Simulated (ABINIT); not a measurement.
# CdS (Greenockite) (P6_3mc) in ABINIT: notebook, part 2 of 2

ABINIT 10.8.3 (patched build). The steps go on from the part before.

### 5 Single point, PBE (cell relaxed)

run.abi reads:

```
pp_dirpath "./"
pseudos "Cd.upf, S.upf"

acell 3*1.0
rprim
     7.9347784513     0.0000000000     0.0000000000
    -3.9673892162     6.8717197095     0.0000000000
     0.0000000000     0.0000000000    12.9015010838
ntypat 2
znucl 48 16
natom 4
typat 1 1 2 2
xred
     0.6666666700     0.3333333300     0.4991688600
     0.3333333300     0.6666666700    -0.0008311400
     0.6666666700     0.3333333300     0.8758311400
     0.3333333300     0.6666666700     0.3758311400
chkprim 0
chksymtnons 0
tolsym 1.0e-6

ecut 47.0

kptopt 1
ngkpt 5 5 3
nshiftk 1
shiftk 0.0 0.0 0.0

ixc 11

nband 32
occopt 3
tsmear 0.05 eV

nstep 100
tolvrs 1.0e-10

iomode 3
prtwf 0
prtden 0
prteig 0
prtebands 0
enunit 2
```

Potentials or basis: PseudoDojo NC SR PBE v0.4.1 standard.

On the command line:

```sh
> abinit run.abi > log 2>&1
```

run.abo:

```text
.Version 10.8.3 of ABINIT
 Symmetries : space group P6_3 m c (#186); Bravais hP (primitive hexag.)
================================================================================
 Values of the parameters that define the memory need of the present run
     intxc =       0    ionmov =       0      iscf =       7    lmnmax =       6
     lnmax =       6     mgfft =      80  mpssoang =       3    mqgrid =    3982
     natom =       4  nloc_mem =       1    nspden =       1   nspinor =       1
    nsppol =       1      nsym =      12    n1xccc =    2501    ntypat =       2
    occopt =       3   xclevel =       2
       mpw =       10847          nfft =      200000          nkpt =          10
================================================================================
================================================================================

--------------------------------------------------------------------------------
------------- Echo of variables that govern the present computation ------------
--------------------------------------------------------------------------------
 -outvars: echo values of preprocessed input variables --------
            acell      1.0000000000E+00  1.0000000000E+00  1.0000000000E+00 Bohr
              amu      1.12411000E+02  3.20660000E+01
          chkprim           0
      chksymtnons           0
             ecut      4.70000000E+01 Hartree
           enunit           2
              ixc          11
         kptrlatt        5    0    0      0    5    0      0    0    3
          kptrlen      3.87045033E+01
[... 218 lines left out ...]
total_energy        : -3.72836730555839E+02
total_energy_eV     : -1.01454042818437E+04
band_energy         : -4.29550554837779E+01
...

 Cartesian components of stress tensor (hartree/bohr^3)
  sigma(1 1)=  1.13321454E-05  sigma(3 2)=  0.00000000E+00
  sigma(2 2)=  1.13321508E-05  sigma(3 1)=  0.00000000E+00
  sigma(3 3)=  1.09737536E-05  sigma(2 1)= -9.31684662E-12

-Cartesian components of stress tensor (GPa)         [Pressure= -3.2989E-01 GPa]
- sigma(1 1)=  3.33403229E-01  sigma(3 2)=  0.00000000E+00
- sigma(2 2)=  3.33403388E-01  sigma(3 1)=  0.00000000E+00
- sigma(3 3)=  3.22858977E-01  sigma(2 1)= -2.74111091E-07

== END DATASET(S) ==============================================================
================================================================================

 -outvars: echo values of variables after computation  --------
            acell      1.0000000000E+00  1.0000000000E+00  1.0000000000E+00 Bohr
           etotal     -3.7283673056E+02
            fcart      2.3890046190E-26 -1.3792924637E-26  5.6716171257E-07
                      -2.8233690952E-26  1.6300729117E-26  5.6716171257E-07
                       6.5154671428E-27 -3.7617067192E-27 -5.6716171257E-07
                      -2.1718223809E-27  1.2539022397E-27 -5.6716171257E-07
            rprim      7.9347784513E+00  0.0000000000E+00  0.0000000000E+00
                      -3.9673892162E+00  6.8717197095E+00  0.0000000000E+00
                       0.0000000000E+00  0.0000000000E+00  1.2901501084E+01
           strten      1.1332145432E-05  1.1332150810E-05  1.0973753574E-05
                       0.0000000000E+00  0.0000000000E+00 -9.3168466181E-12
           xangst      2.0994519652E+00  1.2121191558E+00  3.4079158350E+00
                       3.3338161584E-09  2.4242383117E+00 -5.6743426806E-03
                       2.0994519652E+00  1.2121191558E+00  5.9794571536E+00
                       3.3338161584E-09  2.4242383117E+00  2.5658669759E+00
             xred      6.6666666667E-01  3.3333333333E-01  4.9916886000E-01
                       3.3333333333E-01  6.6666666667E-01 -8.3114000000E-04
                       6.6666666667E-01  3.3333333333E-01  8.7583114000E-01
                       3.3333333333E-01  6.6666666667E-01  3.7583114000E-01
 Calculation completed.
```

It took 2 min on 1 thread of Intel Xeon 6975P-C (Granite Rapids), shared host; peak memory 0.16 GiB.

Results:

```yaml
Free_energy: -10145.4043 eV
Band_gap_on_the_k_mesh: 1.11 eV, direct
Valence_electrons_inside_the_program's_atomic_spheres: Cd 17.16; S 3.88
```

Levels at points of the mesh, in eV from the valence-band top:
```tsv
k point	band 23	band 24	band 25	band 26	band 27	band 28	band 29	band 30
(0.00, 0.00, 0.00)	-0.69	-0.04	0.00	0.00	1.11	2.73	6.47	6.47
```

Caveat: the cutoff is too short for stress, so the log's stress isn't used.

### 6 Single point, LDA

run.abi reads:

```
# Pseudopotentials
pp_dirpath "./"
pseudos "Cd_sc.hgh, S.hgh"

# Structure
acell 3*1.0
rprim
     7.8423634172     0.0000000000     0.0000000000
    -3.9211817086     6.7916859450     0.0000000000
     0.0000000000     0.0000000000    12.7310849016
ntypat 2
znucl 48 16
natom 4
typat 1 1 2 2
xred
     0.6666666667     0.3333333333     0.5000000000
     0.3333333333     0.6666666667     0.0000000000
     0.6666666667     0.3333333333     0.8750000000
     0.3333333333     0.6666666667     0.3750000000

# Plane-wave basis
ecut 20.0

# k points
kptopt 1
ngkpt 5 5 3
nshiftk 1
shiftk 0.0 0.0 0.0

# Exchange and correlation
ixc 7

# Bands and occupations
nband 22
occopt 3
tsmear 0.05 eV

# SCF cycle
nstep 100
tolvrs 1.0e-10

# Output
iomode 3
prtwf 0
prteig 0
prtebands 0
enunit 1
prtvol 2
prtden 1
prtvha 1
prtvclmb 1
prtpot 1
prtelf 1
```

Potentials or basis: HGH LDA semicore.

On the command line:

```sh
> abinit run.abi > log 2>&1
```

run.abo:

```text
.Version 10.8.3 of ABINIT
 Symmetries : space group P6_3 m c (#186); Bravais hP (primitive hexag.)
================================================================================
 Values of the parameters that define the memory need of the present run
     intxc =       0    ionmov =       0      iscf =       7    lmnmax =       7
     lnmax =       7     mgfft =      54  mpssoang =       3    mqgrid =    3001
     natom =       4  nloc_mem =       1    nspden =       1   nspinor =       1
    nsppol =       1      nsym =      12    n1xccc =       0    ntypat =       2
    occopt =       3   xclevel =       1
       mpw =        2912          nfft =       55296          nkpt =          10
================================================================================
================================================================================

--------------------------------------------------------------------------------
------------- Echo of variables that govern the present computation ------------
[... 336 lines left out ...]
            acell      1.0000000000E+00  1.0000000000E+00  1.0000000000E+00 Bohr
           etotal     -1.1162254492E+02
            fcart      3.4334614196E-29  1.9823098749E-29 -9.3524439554E-04
                      -3.4334614196E-29 -1.9823098749E-29 -9.3524439554E-04
                      -0.0000000000E+00 -0.0000000000E+00  9.3524439554E-04
                      -0.0000000000E+00 -0.0000000000E+00  9.3524439554E-04
            rprim      7.8423634172E+00  0.0000000000E+00  0.0000000000E+00
                      -3.9211817086E+00  6.7916859450E+00  0.0000000000E+00
                       0.0000000000E+00  0.0000000000E+00  1.2731084902E+01
           strten      5.2573387922E-03  5.2573387922E-03  5.2590748439E-03
                       0.0000000000E+00  0.0000000000E+00  0.0000000000E+00
           xangst      2.0749999986E+00  1.1980018078E+00  3.3684999977E+00
                      -8.6051649513E-17  2.3960036155E+00  0.0000000000E+00
                       2.0749999986E+00  1.1980018078E+00  5.8948749960E+00
                      -8.6051649513E-17  2.3960036155E+00  2.5263749983E+00
             xred      6.6666666667E-01  3.3333333333E-01  5.0000000000E-01
                       3.3333333333E-01  6.6666666667E-01  0.0000000000E+00
                       6.6666666667E-01  3.3333333333E-01  8.7500000000E-01
                       3.3333333333E-01  6.6666666667E-01  3.7500000000E-01
 Calculation completed.
```

Wall time 14 s (1 thread of Intel Xeon 6975P-C (Granite Rapids), shared host); peak memory 0.07 GiB.

What came out:

```yaml
Free_energy: -3037.4042 eV
Largest_force: 0.048 eV/Å
Band_gap_on_the_k_mesh: 0.73 eV, direct
Valence_electrons_inside_the_program's_atomic_spheres: Cd 9.15; S 3.86
```

Forces on the atoms (eV/Å):
```
Cd   0.000  0.000 -0.048
Cd   0.000  0.000 -0.048
S    0.000  0.000  0.048
S    0.000  0.000  0.048
```

Levels at points of the mesh, in eV from the valence-band top:
| k point | band 15 | band 16 | band 17 | band 18 | band 19 | band 20 | band 21 | band 22 |
| --- | --- | --- | --- | --- | --- | --- | --- | --- |
| (0.00, 0.00, 0.00) | -0.82 | -0.05 | 0.00 | 0.00 | 0.73 | 2.37 | 6.11 | 6.12 |

Caveat: the cutoff is too short for stress, so the log's stress isn't used; HGH potentials are hard and often keep d shells in the core, so these values are rough.

### 7 Summary

```csv
task,level,potentials or basis,cell,cell freedom (optcell),optimiser (ionmov),cutoff smearing ecutsm (Ha),force stop (Ha/bohr),gap on the mesh (eV),largest force (eV/Å)
single point,PBEsol,PseudoDojo NC SR PBEsol v0.4.1 standard,as given,-,-,-,-,1.05,0.06
single point,LDA,PseudoDojo NC SR LDA v0.4.1 standard,as given,-,-,-,-,0.91,0.06
relaxation of cell and atoms,PBE,PseudoDojo NC SR PBE v0.4.1 standard,relaxed,2,22,0.5,2e-05,1.11,-
single point,PBE,PseudoDojo NC SR PBE v0.4.1 standard,cell relaxed,-,-,-,-,1.11,-
```

Alike in all rows: no spin polarisation; k mesh 5 × 5 × 3; cutoff (eV) 1279; smearing fermi-dirac 0.05 eV.

Caveats: an odd mesh through Γ misses points on the zone boundary, where band edges often lie (some runs).

Total energies depend on the potentials used, so only differences within one code and one set of settings carry meaning.

### 8 Comparison with measurements

Step 2. Measured gap of CdS: 2.5809 eV (quoted in “Isotope dependence of band-gap energy”, 2008, arxiv:0807.2152). This calculation gives 1.05 eV (-1.53 eV). So large a miss can be the level of theory's own, or it may mean another phase, state or a wrong row. Spin-orbit coupling on Cd is left out. The value is that of PBEsol, without temperature or zero-point motion. Semilocal functionals fall short of measured gaps as a rule.

Step 3. A measured gap of CdS is 2.5809 eV (quoted in “Isotope dependence of band-gap energy”, 2008, arxiv:0807.2152); the calculated 0.91 eV misses it by -1.68 eV. So large a miss can be the level of theory's own, or it may mean another phase, state or a wrong row. Spin-orbit coupling on Cd is left out. The value is that of LDA, without temperature or zero-point motion. Semilocal functionals fall short of measured gaps as a rule.
